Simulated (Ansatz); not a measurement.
## Residual resistivity of an alloy: Pd(111) with 4 layers of random Pd-Rh, 2x2

Aim: the residual resistivity of a random alloy, from Pd(111) with 4 layers of random Pd-Rh, 2x2 and longer regions.

Program: Ansatz 0.2.0. Level of theory: Ansatz plane-wave DFT, PBE, PAW files; ballistic transport by layer matching (Landauer), zero bias; PAW set soft_1. Results are calculated unless marked as measured.

### 1. Starting point

The cell holds 40 atoms: 36 Pd and 4 Rh. Its edges and angles: a = 5.501 Å, b = 5.501 Å, c = 22.514 Å, α = 93.5°, β = 86.5°, γ = 120.0°. It derives from Pd. Regions: lead, 24 atoms (24 Pd); scattering region, 16 atoms (4 Rh and 12 Pd). The structure is stacked along c, and the current runs across the ab planes.

### 2. With 4 alloy layers

In 4 layers a share of 0.25 of the sites is given to Rh at random. The layers about the cell's end stay perfect and serve as the lead. Disorder leaves little or no symmetry, which makes such runs dear. Energies from -0.05 to 0.05 eV in steps of 0.05 eV are too few for the program's thermal sum, so it prints no conductance; for a metal the transmission near the Fermi level serves, at a fraction of the cost.

File input.yaml:

```yaml
crystal:
  lattice:
    - [5.5010079149, 0.0, 0.0]
    - [-2.7505039575, 4.7640126007, 0.0]
    - [1.3752519787, -0.7940021001, 22.4577707709]
  atoms:
    - { symbol: Pd, position: [0.9916666667, 0.0083333333, 0.05] }
    - { symbol: Pd, position: [0.9916666667, 0.5083333333, 0.05] }
    - { symbol: Pd, position: [0.4916666667, 0.0083333333, 0.05] }
    - { symbol: Pd, position: [0.4916666667, 0.5083333333, 0.05] }
    - { symbol: Pd, position: [0.1416666667, 0.3583333333, 0.15] }
    - { symbol: Pd, position: [0.1416666667, 0.8583333333, 0.15] }
    - { symbol: Pd, position: [0.6416666667, 0.3583333333, 0.15] }
    - { symbol: Pd, position: [0.6416666667, 0.8583333333, 0.15] }
    - { symbol: Pd, position: [0.2916666667, 0.2083333333, 0.25] }
    - { symbol: Pd, position: [0.2916666667, 0.7083333333, 0.25] }
    - { symbol: Pd, position: [0.7916666667, 0.2083333333, 0.25] }
    - { symbol: Pd, position: [0.7916666667, 0.7083333333, 0.25] }
    - { symbol: Rh, position: [0.9416666667, 0.0583333333, 0.35] }
    - { symbol: Pd, position: [0.9416666667, 0.5583333333, 0.35] }
    - { symbol: Pd, position: [0.4416666667, 0.0583333333, 0.35] }
    - { symbol: Pd, position: [0.4416666667, 0.5583333333, 0.35] }
    - { symbol: Pd, position: [0.0916666667, 0.4083333333, 0.45] }
    - { symbol: Pd, position: [0.0916666667, 0.9083333333, 0.45] }
    - { symbol: Rh, position: [0.5916666667, 0.4083333333, 0.45] }
    - { symbol: Pd, position: [0.5916666667, 0.9083333333, 0.45] }
    - { symbol: Pd, position: [0.2416666667, 0.2583333333, 0.55] }
    - { symbol: Pd, position: [0.2416666667, 0.7583333333, 0.55] }
    - { symbol: Pd, position: [0.7416666667, 0.2583333333, 0.55] }
    - { symbol: Pd, position: [0.7416666667, 0.7583333333, 0.55] }
    - { symbol: Rh, position: [0.8916666667, 0.1083333333, 0.65] }
    - { symbol: Pd, position: [0.8916666667, 0.6083333333, 0.65] }
    - { symbol: Pd, position: [0.3916666667, 0.1083333333, 0.65] }
    - { symbol: Rh, position: [0.3916666667, 0.6083333333, 0.65] }
    - { symbol: Pd, position: [0.0416666667, 0.4583333333, 0.75] }
    - { symbol: Pd, position: [0.0416666667, 0.9583333333, 0.75] }
    - { symbol: Pd, position: [0.5416666667, 0.4583333333, 0.75] }
    - { symbol: Pd, position: [0.5416666667, 0.9583333333, 0.75] }
    - { symbol: Pd, position: [0.1916666667, 0.3083333333, 0.85] }
    - { symbol: Pd, position: [0.1916666667, 0.8083333333, 0.85] }
    - { symbol: Pd, position: [0.6916666667, 0.3083333333, 0.85] }
    - { symbol: Pd, position: [0.6916666667, 0.8083333333, 0.85] }
    - { symbol: Pd, position: [0.8416666667, 0.1583333333, 0.95] }
    - { symbol: Pd, position: [0.8416666667, 0.6583333333, 0.95] }
    - { symbol: Pd, position: [0.3416666667, 0.1583333333, 0.95] }
    - { symbol: Pd, position: [0.3416666667, 0.6583333333, 0.95] }
kpoints:
  mp_grid: { grid: [5, 5, 1] }
hamiltonian:
  xc: pbe
  pseudopotentials: { kind: paw, azcp: { folder: soft_1 } }
scf:
  occupations: { method: fermi_dirac, width: 0.1 }
output:
  transmission:
    leads: [[0, 4]]
    kmesh: [10, 10]
    e_range: [-0.05, 0.05]
    de: 0.05
  write_potential: true
  write_density: true
  volumetric_format: npy
```

On the command line:

```bash
$ ansatz run input.yaml --threads 4 --pin off --max-ram 15360MiB --backend cpu --events-out ev --progress --plain --runs-dir out
```

Numbers of over 12 decimals in the logs are rounded to 6 here.

Output:

```text
Engine: ansatz 0.2.0, aarch64-unknown-linux-gnu
Pseudopotentials: kind: paw
Pseudopotential: Pd, paw, valence charge 18, recommended cutoff 420 eV (normal), soft_1/Pd.paw.azcp
Pseudopotential: Rh, paw, valence charge 17, recommended cutoff 420 eV (normal), soft_1/Rh.paw.azcp
Functional definition: PBE
  parameter kappa = 0.804
  parameter beta = 0.066725
  exchange = pbe_x(kappa = kappa, mu = beta*pi^2/3)
  correlation = pbe_c(beta = beta)
Crystal: 40 atoms, lattice volume = 588.548 Å³
Basis set: ecut = 420 eV, 11489 PW (Γ)
Bands: 430, of which v1, the nominal top of the filled ones, is band 358 counted from 1 (357 counted from 0)
Symmetry: 2 space group operations
Space group: Cm (ITA 8), of the structure as read, at distance tolerance 8.4e-5 Å
k-points: 9 of 25 (time reversal used)
Non-local potential: Pd, projectors of the file, l = 0: 2, l = 1: 2, l = 2: 2, l = 3: 1
Non-local potential: Rh, projectors of the file, l = 0: 3, l = 1: 2, l = 2: 2, l = 3: 1
PAW form: soft (Blöchl's): semilocal exchange-correlation on the pseudo side does not see the compensation charge
PAW one-centre angular grid: Pd, 590 points (default); XC on 64 Gauss nodes
PAW one-centre angular grid: Rh, 590 points (default); XC on 64 Gauss nodes
Initial density: superposition of atomic densities (chi_scale 0.1, normalization cell, long waves kept (reshape's long-wave potential 0.89 eV rms))
Initial wavefunctions: pseudopotential atomic-orbital guess
Functional: x = pbe(κ = 0.804, μ = 0.219515), c = pbe(β = 0.066725)
SCF iter   1: F=—  HF=-276690.256056 eV  |F-HF|=—  |Δ(HF+E_count)|=         —  Δρ=2.03e-1  dr2=1.97e3  ethr=3.10e-3  ⟨swp⟩=5.0  Hψ=12503  notcnv=0  defer=72
preconditioner: auto → Kerker (q_TF=auto, 2.819 Å⁻¹)  [metal: Δε(μ)=0.007 eV  Ē_g=8.154 eV  σ=0.100 eV  W_gap=0.02  n_scr=240 (ndim 8)  ℏωp=30.5 eV  f_vac=0.000  D(μ)=41.04/eV (n_scr^D=444)]
SCF iter   2: F=—  HF=-276648.600584 eV  |F-HF|=—  |Δ(HF+E_count)|=    4.17e1  Δρ=9.23e-2  dr2=6.04e2  ethr=3.10e-3  ⟨swp⟩=2.3  Hψ=7054  notcnv=0  defer=331
SCF iter   3: F=—  HF=-276637.175322 eV  |F-HF|=—  |Δ(HF+E_count)|=    1.14e1  Δρ=3.79e-2  dr2=3.40e1  ethr=3.10e-3  ⟨swp⟩=2.1  Hψ=6453  notcnv=0  defer=348
SCF iter   4: F=—  HF=-276636.499719 eV  |F-HF|=—  |Δ(HF+E_count)|=   6.76e-1  Δρ=1.20e-2  dr2=1.97e1  ethr=3.10e-3  ⟨swp⟩=2.0  Hψ=4590  notcnv=0  defer=370
SCF iter   5: F=—  HF=-276636.426776 eV  |F-HF|=—  |Δ(HF+E_count)|=   7.29e-2  Δρ=4.74e-3  dr2=3.92e0  ethr=2.76e-3  ⟨swp⟩=1.0  Hψ=3497  notcnv=0  defer=371
SCF iter   6: F=—  HF=-276636.410554 eV  |F-HF|=—  |Δ(HF+E_count)|=   1.62e-2  Δρ=1.96e-3  dr2=6.05e-1  ethr=5.47e-4  ⟨swp⟩=1.0  Hψ=3497  notcnv=0  defer=373
SCF iter   7: F=—  HF=-276636.407930 eV  |F-HF|=—  |Δ(HF+E_count)|=   2.62e-3  Δρ=4.32e-4  dr2=1.84e-2  ethr=8.45e-5  ⟨swp⟩=1.0  Hψ=3497  notcnv=0  defer=373
SCF iter   8: F=—  HF=-276636.407834 eV  |F-HF|=—  |Δ(HF+E_count)|=   9.67e-5  Δρ=1.08e-4  dr2=3.62e-4  ethr=2.57e-6  ⟨swp⟩=1.0  Hψ=3497  notcnv=0  defer=373
SCF iter   9: F=—  HF=-276636.407839 eV  |F-HF|=—  |Δ(HF+E_count)|=   5.62e-6  Δρ=3.29e-5  dr2=6.60e-5  ethr=5.05e-8  ⟨swp⟩=1.0  Hψ=3497  notcnv=0  defer=373
SCF iter  10: F=—  HF=-276636.408440 eV  |F-HF|=—  |Δ(HF+E_count)|=   6.01e-4  Δρ=9.25e-6  dr2=1.68e-6  ethr=9.22e-9  ⟨swp⟩=1.0  Hψ=3870  notcnv=0  defer=373
SCF iter  11: F=—  HF=-276636.408440 eV  |F-HF|=—  |Δ(HF+E_count)|=   3.86e-8  Δρ=3.61e-6  dr2=6.60e-7  ethr=2.34e-10  ⟨swp⟩=1.0  Hψ=3497  notcnv=0  defer=373
SCF iter  12: F=-276636.408440 eV  HF=-276636.408440 eV  |F-HF|=8.27e-8  |Δ(HF+E_count)|=   8.73e-9  Δρ=1.16e-6  dr2=8.50e-8  ethr=1.40e-11  ⟨swp⟩=7.4  Hψ=12163  notcnv=0
SCF 1 converged in 12 iterations: F = -276636.408440 eV  dr2 = 8.50e-8
  greatest PAW one-centre occupation: 1.000 electrons in one spin orbital (limit 2), on the Rh atom at site 24 (counted from 0), in its partial waves of l = 0
transmission: 112 of 1085 steps passed
transmission: 220 of 1085 steps passed
[...]
transmission: 1085 of 1085 steps passed
SCF converged after 12 iterations
Free energy (F): -276636.408440 eV
Harris-Foulkes:  -276636.408440 eV  (|F-HF|=8.27e-8)
Internal energy: -276634.026840 eV  (E = F + TS)
E sigma→0 (E₀):  -276635.217640 eV
Entropy (-TS):   -2.381600 eV (-59.540 meV/atom)
Fermi energy:    19.834597 eV
--- Per-component energies (eV) ---
  E_band       = -5440.347086
  E_kinetic    = 18297.007136
  E_local      = -72200.574674  (includes V_loc(G=0)·N_el)
  E_nonlocal   = 14536.160891
  E_hartree    = 28877.830699
  E_xc         = -5797.850356
  E_vxc        = -7325.212851  (∫ρ·V_xc dr)
  E_paw        = -151598.494534  (= ΣΔE_a)
  E_vpaw       = -16503.397282  (= ΣTr[D̂ρ^β])
  E_aug_tail   = 0.009798  (compensation charges beyond the density's cutoff)
  E_ewald      = -108748.115798
  E_smearing   = -2.381600  (= −TS)
  E_closure    = -0.000000  (closes the sum)
  Σ components = -276636.408440   (vs F -276636.408440, Δ=0.00e0)
--- Band table (eV; the first three rows and the last of 9) ---
  k-point 0: bands = [... 354 lower, 19.9382, 19.9541, 19.9804, 19.9993, 20.0238, 20.0408, 20.0585, 20.0664, ... 68 higher]
  k-point 1: bands = [... 354 lower, 19.8153, 19.8377, 19.8610, 19.8754, 19.8921, 19.9168, 19.9324, 19.9684, ... 68 higher]
  k-point 2: bands = [... 354 lower, 19.7139, 19.7448, 19.7771, 19.7868, 19.8323, 19.8511, 19.8861, 19.9132, ... 68 higher]
  k-point 8: bands = [... 354 lower, 19.7387, 19.7439, 19.7689, 19.7838, 19.8204, 19.8446, 19.8744, 19.9045, ... 68 higher]
--- Transmission ---
  basis      : 235 plane waves across, 35 finite elements along
  points     : 31, standing for a mesh of 10 x 10
  energies   : 3 from -0.050000 to 0.050000 eV about the Fermi level, 0.050000 eV apart; the leads are filled to 0.000000 eV, and channels, transmission and decay are at 0.000000 eV
  crystal 0  : Pd4, at the sites [0, 4], period 2.2458 Å, over 13.47 Å; its Hamiltonian steps by up to 18.6 meV
    offset         : up to 0.0000 Å between an atom of the period and one for which it stands
    channels       : 5.470000e0 a spin
    conductance    : none, the energies end too early or step too widely for 300 K: set another output.transmission.e_range or a lower de, or, where they end at an eighth of basis.ecutwfc, a higher one
  junction   : crystal 0 to crystal 0, 0.70 to 20.91 Å
    transmission   : 3.142322e0 a spin
    conductance    : none, the energies end too early or step too widely for 300 K: set another output.transmission.e_range or a lower de, or, where they end at an eighth of basis.ecutwfc, a higher one
```

Run time: 5.6 min. Hardware: 4 threads of Arm Neoverse V1, shared host; peak memory 5 GiB.

This step gave:

```
free energy                                    : -276636.4084 eV
energy at zero smearing                        : -276635.2176 eV
Fermi energy                                   : 19.83 eV
cell area                                      : 26.21 Å²
transmission per spin nearest the Fermi level  : 3.142
open channels per spin nearest the Fermi level : 5.47
step of the lead's potential                   : 18.6 meV
```

Per spin. The transmission, zone mean by energy, zero at the Fermi level:

```tsv
energy (eV)	transmission, zone mean
-0.0500	3.62
0.0000	3.14
0.0500	2.80
```

Per spin. The open channels, zone mean, lead by energy, zero at the Fermi level:

```tsv
energy (eV)	open channels, zone mean, lead
-0.0500	6.43
0.0000	5.47
0.0500	4.51
```

Transmission over k1 and k2. At 0.0000 eV from the Fermi level.

Values, 10 rows by 10 columns:
```
3.51 3.85 3.20 2.99 3.45 4.11 3.14 2.33 2.74 2.43
2.28 3.20 3.60 2.64 3.13 3.75 3.51 2.54 2.08 2.74
2.67 2.99 2.64 3.25 2.35 3.25 3.33 2.37 2.54 2.33
3.02 3.45 3.13 2.35 4.08 3.92 2.48 3.33 3.51 3.14
4.77 4.11 3.75 3.25 3.92 4.02 3.92 3.25 3.75 4.11
3.02 3.14 3.51 3.33 2.48 3.92 4.08 2.35 3.13 3.45
2.67 2.33 2.54 2.37 3.33 3.25 2.35 3.25 2.64 2.99
2.28 2.74 2.08 2.54 3.51 3.75 3.13 2.64 3.60 3.20
3.51 2.43 2.74 2.33 3.14 4.11 3.45 2.99 3.20 3.85
4.97 3.51 2.28 2.67 3.02 4.77 3.02 2.67 2.28 3.51
```
Columns: k1 (b1) from -0.5 to 0.4; rows upwards: k2 (b2) from -0.5 to 0.4.

Open channels over k1 and k2. At 0.0000 eV from the Fermi level.

Ten even steps from '0' (3.0) to '9' (10.0):
```
5742475101
1422224100
1222122211
5421551245
9722555227
5542155124
1112221222
1001422224
5101574247
9511595115
```
Columns: k1 (b1) from -0.5 to 0.4; rows upwards: k2 (b2) from -0.5 to 0.4.

Over the solved energies the transmission per spin lies between 2.80 and 3.62, out of 5.47 channels of the lead on average (up to 6.43).

### 3. With 8 alloy layers

In 8 layers a share of 0.25 of the sites is given to Rh at random. A fresh draw is used; the growth of the resistance with length is what counts.

System of this step: Pd(111) with 8 layers of random Pd-Rh, 2x2. The cell holds 56 atoms: 48 Pd and 8 Rh. Cell: a = 5.501 Å, b = 5.501 Å, c = 31.481 Å, α = 87.5°, β = 92.5°, γ = 120.0°. It derives from Pd. Regions: lead, 24 atoms (24 Pd); scattering region, 32 atoms (24 Pd and 8 Rh). The structure is stacked along c, and the current runs across the ab planes.

File input.yaml:

```yaml
crystal:
  lattice:
    - [5.5010079149, 0.0, 0.0]
    - [-2.7505039575, 4.7640126007, 0.0]
    - [-1.3752519787, 0.7940021001, 31.4408790793]
  atoms:
    - { symbol: Pd, position: [0.005952381, 0.994047619, 0.0357142857] }
    - { symbol: Pd, position: [0.005952381, 0.494047619, 0.0357142857] }
    - { symbol: Pd, position: [0.505952381, 0.994047619, 0.0357142857] }
    - { symbol: Pd, position: [0.505952381, 0.494047619, 0.0357142857] }
    - { symbol: Pd, position: [0.1845238095, 0.3154761905, 0.1071428571] }
    - { symbol: Pd, position: [0.1845238095, 0.8154761905, 0.1071428571] }
    - { symbol: Pd, position: [0.6845238095, 0.3154761905, 0.1071428571] }
    - { symbol: Pd, position: [0.6845238095, 0.8154761905, 0.1071428571] }
    - { symbol: Pd, position: [0.3630952381, 0.1369047619, 0.1785714286] }
    - { symbol: Pd, position: [0.3630952381, 0.6369047619, 0.1785714286] }
    - { symbol: Pd, position: [0.8630952381, 0.1369047619, 0.1785714286] }
    - { symbol: Pd, position: [0.8630952381, 0.6369047619, 0.1785714286] }
    - { symbol: Pd, position: [0.0416666667, 0.9583333333, 0.25] }
    - { symbol: Pd, position: [0.0416666667, 0.4583333333, 0.25] }
    - { symbol: Pd, position: [0.5416666667, 0.9583333333, 0.25] }
    - { symbol: Pd, position: [0.5416666667, 0.4583333333, 0.25] }
    - { symbol: Pd, position: [0.2202380952, 0.2797619048, 0.3214285714] }
    - { symbol: Pd, position: [0.2202380952, 0.7797619048, 0.3214285714] }
    - { symbol: Pd, position: [0.7202380952, 0.2797619048, 0.3214285714] }
    - { symbol: Pd, position: [0.7202380952, 0.7797619048, 0.3214285714] }
    - { symbol: Pd, position: [0.3988095238, 0.1011904762, 0.3928571429] }
    - { symbol: Rh, position: [0.3988095238, 0.6011904762, 0.3928571429] }
    - { symbol: Pd, position: [0.8988095238, 0.1011904762, 0.3928571429] }
    - { symbol: Pd, position: [0.8988095238, 0.6011904762, 0.3928571429] }
    - { symbol: Rh, position: [0.0773809524, 0.9226190476, 0.4642857143] }
    - { symbol: Pd, position: [0.0773809524, 0.4226190476, 0.4642857143] }
    - { symbol: Pd, position: [0.5773809524, 0.9226190476, 0.4642857143] }
    - { symbol: Rh, position: [0.5773809524, 0.4226190476, 0.4642857143] }
    - { symbol: Rh, position: [0.255952381, 0.244047619, 0.5357142857] }
    - { symbol: Pd, position: [0.255952381, 0.744047619, 0.5357142857] }
    - { symbol: Pd, position: [0.755952381, 0.244047619, 0.5357142857] }
    - { symbol: Pd, position: [0.755952381, 0.744047619, 0.5357142857] }
    - { symbol: Pd, position: [0.4345238095, 0.0654761905, 0.6071428571] }
    - { symbol: Pd, position: [0.4345238095, 0.5654761905, 0.6071428571] }
    - { symbol: Pd, position: [0.9345238095, 0.0654761905, 0.6071428571] }
    - { symbol: Pd, position: [0.9345238095, 0.5654761905, 0.6071428571] }
    - { symbol: Pd, position: [0.1130952381, 0.8869047619, 0.6785714286] }
    - { symbol: Rh, position: [0.1130952381, 0.3869047619, 0.6785714286] }
    - { symbol: Pd, position: [0.6130952381, 0.8869047619, 0.6785714286] }
    - { symbol: Pd, position: [0.6130952381, 0.3869047619, 0.6785714286] }
    - { symbol: Rh, position: [0.2916666667, 0.2083333333, 0.75] }
    - { symbol: Pd, position: [0.2916666667, 0.7083333333, 0.75] }
    - { symbol: Rh, position: [0.7916666667, 0.2083333333, 0.75] }
    - { symbol: Rh, position: [0.7916666667, 0.7083333333, 0.75] }
    - { symbol: Pd, position: [0.4702380952, 0.0297619048, 0.8214285714] }
    - { symbol: Pd, position: [0.4702380952, 0.5297619048, 0.8214285714] }
    - { symbol: Pd, position: [0.9702380952, 0.0297619048, 0.8214285714] }
    - { symbol: Pd, position: [0.9702380952, 0.5297619048, 0.8214285714] }
    - { symbol: Pd, position: [0.1488095238, 0.8511904762, 0.8928571429] }
    - { symbol: Pd, position: [0.1488095238, 0.3511904762, 0.8928571429] }
    - { symbol: Pd, position: [0.6488095238, 0.8511904762, 0.8928571429] }
    - { symbol: Pd, position: [0.6488095238, 0.3511904762, 0.8928571429] }
    - { symbol: Pd, position: [0.3273809524, 0.1726190476, 0.9642857143] }
    - { symbol: Pd, position: [0.3273809524, 0.6726190476, 0.9642857143] }
    - { symbol: Pd, position: [0.8273809524, 0.1726190476, 0.9642857143] }
    - { symbol: Pd, position: [0.8273809524, 0.6726190476, 0.9642857143] }
kpoints:
  mp_grid: { grid: [5, 5, 1] }
hamiltonian:
  xc: pbe
  pseudopotentials: { kind: paw, azcp: { folder: soft_1 } }
scf:
  occupations: { method: fermi_dirac, width: 0.1 }
output:
  transmission:
    leads: [[0, 4]]
    kmesh: [10, 10]
    e_range: [-0.05, 0.05]
    de: 0.05
  write_potential: true
  write_density: true
  volumetric_format: npy
```

Output:

```text
[...]
Crystal: 56 atoms, lattice volume = 823.967 Å³
Basis set: ecut = 420 eV, 16079 PW (Γ)
Bands: 600, of which v1, the nominal top of the filled ones, is band 500 counted from 1 (499 counted from 0)
Symmetry: 1 space group operations
[...]
k-points: 13 of 25 (time reversal used)
[...]
SCF iter   1: F=—  HF=-385991.997874 eV  |F-HF|=—  |Δ(HF+E_count)|=         —  Δρ=1.92e-1  dr2=3.32e3  ethr=3.10e-3  ⟨swp⟩=5.0  Hψ=24892  notcnv=0  defer=95
[...]
SCF iter  12: F=-385922.797551 eV  HF=-385922.797551 eV  |F-HF|=7.35e-8  |Δ(HF+E_count)|=   1.44e-8  Δρ=1.31e-6  dr2=7.63e-8  ethr=1.00e-11  ⟨swp⟩=8.6  Hψ=23730  notcnv=0
SCF 1 converged in 12 iterations: F = -385922.797551 eV  dr2 = 7.63e-8
[...]
transmission: 258 of 2548 steps passed
transmission: 512 of 2548 steps passed
[...]
transmission: 2548 of 2548 steps passed
SCF converged after 12 iterations
Free energy (F): -385922.797551 eV
[...]
Internal energy: -385919.485170 eV  (E = F + TS)
E sigma→0 (E₀):  -385921.141360 eV
Entropy (-TS):   -3.312381 eV (-59.150 meV/atom)
Fermi energy:    19.875430 eV
[...]
--- Band table (eV; the first three rows and the last of 13) ---
  k-point 0: bands = [... 496 lower, 20.0221, 20.0316, 20.0456, 20.0508, 20.0658, 20.0904, 20.0962, 20.1073, ... 96 higher]
  k-point 1: bands = [... 496 lower, 19.8790, 19.8857, 19.9106, 19.9256, 19.9396, 19.9685, 19.9816, 20.0201, ... 96 higher]
  k-point 2: bands = [... 496 lower, 19.7949, 19.8061, 19.8181, 19.8345, 19.8479, 19.8732, 19.9032, 19.9159, ... 96 higher]
  k-point 12: bands = [... 496 lower, 19.7861, 19.7999, 19.8167, 19.8265, 19.8555, 19.8624, 19.8795, 19.8964, ... 96 higher]
--- Transmission ---
  basis      : 235 plane waves across, 49 finite elements along
  points     : 52, standing for a mesh of 10 x 10
[...]
channels       : 5.270000e0 a spin
[...]
junction   : crystal 0 to crystal 0, 2.94 to 32.14 Å
    transmission   : 2.573867e0 a spin
[...]
```

It took 17 min on 4 threads; peak memory 9.4 GiB.

Numbers from this step:

```yaml
free_energy: -385922.7976 eV
energy_at_zero_smearing: -385921.1414 eV
fermi_energy: 19.88 eV
transmission_per_spin_nearest_the_fermi_level: 2.574
open_channels_per_spin_nearest_the_fermi_level: 5.27
step_of_the_lead_s_potential: 2.2 meV
```

Per spin. Transmission, zone mean against energy, zero at the Fermi level:

```tsv
energy (eV)	transmission, zone mean
-0.0500	2.86
0.0000	2.57
0.0500	2.23
```

Over the solved energies the transmission per spin lies between 2.23 and 2.86, out of 5.35 channels of the lead on average (up to 6.27).

[end of part 1 of 2]

[Logs are printed without paths, hosts, clocks, repeated set-up lines and the standing remarks that a program may print on its own settings, such as how far it seeks lower states.]

[Hosts, paths, dates, database ids (printed as entryN), source tags and the programs' standing remarks are cut or masked in the printed files.]
